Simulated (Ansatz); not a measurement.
Something may be wrong with this Ansatz 0.2.0 calculation of Eu.

input.yaml

```yaml
crystal:
  lattice:
    - [-1.21869463, 1.21869463, 1.21869463]
    - [1.21869463, -1.21869463, 1.21869463]
    - [1.21869463, 1.21869463, -1.21869463]
  atoms:
    - { symbol: Eu, position: [0.0, 0.0, 0.0] }
hamiltonian:
  xc: pbe
  pseudopotentials: { kind: paw }
magnetization:
  spin_polarized: true
  initial_magnetization: 0.0
  spin_locking: { lock_magnetization: hard }
kpoints:
  mp_grid: { grid: [7, 7, 7] }
scf:
  occupations: { method: fermi_dirac, width: 0.05 }
  max_iter: 80
output:
  forces: true
  stress: true
  eigenvalues: true
```

Potentials or basis: Ansatz PAW.

Run with:

```sh
$ ansatz run input.yaml --threads 2 --pin off --max-ram 5632MiB --backend cpu --events-out ev --progress --plain --runs-dir out
```

Output:

```text
Warning: output.stress: scf.convergence.dr2_threshold = 1e-7 eV (the SCF's general default) is looser than the 1e-10 eV advised for a printed stress (1e-10 eV for each atom of the cell: 1). What an SCF threshold leaves in a stress goes as its square root, and in the free energy as the threshold itself, and one threshold admits the most on a small cell: of the crystals measured, under no hybrid functional and no lock of the moments, on runs that ended without the residual-converged pass, on stresses that held no estimate of that error, the worst erred by over 100 MPa in a component at 1e-7 eV an atom and by under 5 at 1e-10. Set scf.convergence.dr2_threshold to 1e-10 eV or tighter. The threshold is an SCF's pass mark: one that does not reach it within its budget of iterations ends unconverged, or closes short of it on a stop that the run arms, and scf.convergence.dr2_threshold's page says what that costs each kind of run
Warning: RAYON_NUM_THREADS=2 ignored (pool sized by the plan → 2); use --threads N
[... 1 line left out ...]
Engine: ansatz 0.2.0, aarch64-unknown-linux-gnu
Pseudopotentials: kind: paw
Pseudopotential: Eu, paw, valence charge 17, recommended cutoff 420 eV (normal), Eu.paw.azcp
Functional definition: PBE
  parameter kappa = 0.804
  parameter beta = 0.06672455060314922
  exchange = pbe_x(kappa = kappa, mu = beta*pi^2/3)
  correlation = pbe_c(beta = beta)
Crystal: 1 atoms, lattice volume = 7.240 Å³
Basis set: ecut = 420 eV, 141 PW (Γ), exchange–correlation on 30×30×30 points (8 copies of the dense FFT grid, shifted against one another)
Bands: 13, of which v1, the nominal top of the filled ones, is band 9 counted from 1 (8 counted from 0)
Symmetry: 48 space group operations
[... 70 lines left out ...]
Entropy (-TS):   -0.032119 eV (-32.119 meV/atom)
Fermi energy:    55.737278 (↑ 55.737278, ↓ 55.737278) eV
--- Per-component energies (eV) ---
  E_band       = 707.933949
  E_kinetic    = 468.602383
  E_local      = -159.611254  (includes V_loc(G=0)·N_el)
  E_nonlocal   = 417.404721
  E_hartree    = 212.291459
  E_xc         = -214.689292
  E_vxc        = -252.679643  (∫ρ·V_xc dr)
  E_paw        = -6364.640243  (= ΣΔE_a)
  E_vpaw       = -190.365073  (= ΣTr[D̂ρ^β])
  E_aug_tail   = 0.000000  (compensation charges beyond the density's cutoff)
  E_ewald      = -3106.738285
  E_smearing   = -0.032119  (= −TS)
  E_closure    = 0.000000  (closes the sum)
  Σ components = -8747.412630   (vs F -8747.412630, Δ=0.00e0)
--- Forces (eV/Å), atoms counted from 1 ---
  atom   1  Eu    -0.00000000     0.00000000    -0.00000000
  max |Σ_I F_I| component: 5.34e-32 eV/Å
--- Stress (GPa, compression-positive) ---
      926.195548       0.000000       0.000000
        0.000000     926.195548      -0.000000
       -0.000000       0.000000     926.195548
  P = ⅓ Tr σ = 926.1955 GPa (9261.955 kbar)
[... 6 lines left out ...]
```

Q: Diagnose the run.

A: The run converged. The input holds a flaw that was put in on purpose: a lattice far too small. The program doesn't stop on it, so the numbers can't be trusted though the run ends normally.
